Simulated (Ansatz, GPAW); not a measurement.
# Ru: programs and potentials compared

```
Ru
1.0
     2.70580    0.00000    0.00000
    -1.35290    2.34329    0.00000
     0.00000    0.00000    4.28190
Ru
2
Direct
  0.66667 0.33333 0.75000
  0.33333 0.66667 0.25000
```

Alike in all runs: task single point; functional PBE; k mesh 11 × 11 × 6; occupations gaussian, width 0.025 eV; no spin polarisation; no spin-orbit coupling. Pressure is positive in compression and, in plane waves, holds the error of the finite cutoff, which Ansatz's Pulay term estimates and takes out.

| program and potentials | plane-wave cutoff (eV) | notes | pressure (GPa) |
| --- | --- | --- | --- |
| Ansatz, Ansatz PAW | 420 | Pulay term of +0.07 GPa included | 4.51 |
| Ansatz, all-electron LAPW, scalar-relativistic | - | - | 4.45 |
| GPAW, GPAW PAW data sets (gpaw-data 1.2.1) | 600 | - | 3.58 |

The pressure spans 3.58 (GPAW, GPAW PAW data sets (gpaw-data 1.2.1)) to 4.51 GPa (Ansatz, Ansatz PAW), with all-electron results at 4.45.

The functional is the same throughout but for its coding, so the spread measures potentials, basis and numerics; runs on potential files found faulty are left out.
